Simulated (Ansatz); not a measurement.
Zr on a Si site in SiO2

Level of theory: PBE, no spin polarisation, scalar-relativistic; Ansatz, plane waves to 420 eV (PAW set soft_2), k-mesh 2×2×2 shifted by half a step.

The relaxed host crystal (Kohn–Sham gap 5.74 eV):

```
CELL_PARAMETERS angstrom
-2.51315 2.51315 3.68586
2.51315 -2.51315 3.68586
2.51315 2.51315 -3.68586
ATOMIC_POSITIONS crystal
Si 0.00000 0.00000 0.00000
Si 0.75000 0.25000 0.50000
O 0.37500 0.21748 0.34248
O 0.96748 0.62500 0.84248
O 0.78252 0.12500 0.15752
O 0.87500 0.03252 0.65752
```

Supercell of 24 atoms, rows of the matrix [[-1,1,0],[-1,-1,-2],[-1,-1,0]] times the cell vectors; Zr on a Si site at (0.000, 0.000, 0.000) in fractions of the cell above. Atoms are relaxed at the host's cell. The cell loses 1 of its 8 Si, so this is a heavily doped crystal.

Distances from the Zr atom (Å), by shell of the perfect crystal:

| shell | perfect crystal | relaxed, charge 0 |
| --- | --- | --- |
| 4 O | 1.63 | 1.95 |
| 4 Si | 3.12 | 3.23 |

| charge | gap of the cell on the mesh (eV) | carriers |
| --- | --- | --- |
| 0 | 6.11 | none in the bands |

On this mesh the host's own supercell has a gap of 6.68 eV.

Formation energy of the neutral defect: -0.57 eV, taking atoms from and to the elements' standard states (no corrections for gases), so it belongs to those chemical potentials alone.

A negative value doesn't mean that the atoms enter by themselves: with the elements as reservoirs, compounds of them would form first.

Caveats: semilocal functionals make gaps too small, which shifts levels too; small supercell, so energies and levels can be off by tenths of an eV; the atoms kept the symmetry of the start, so a distorted state could lie lower.
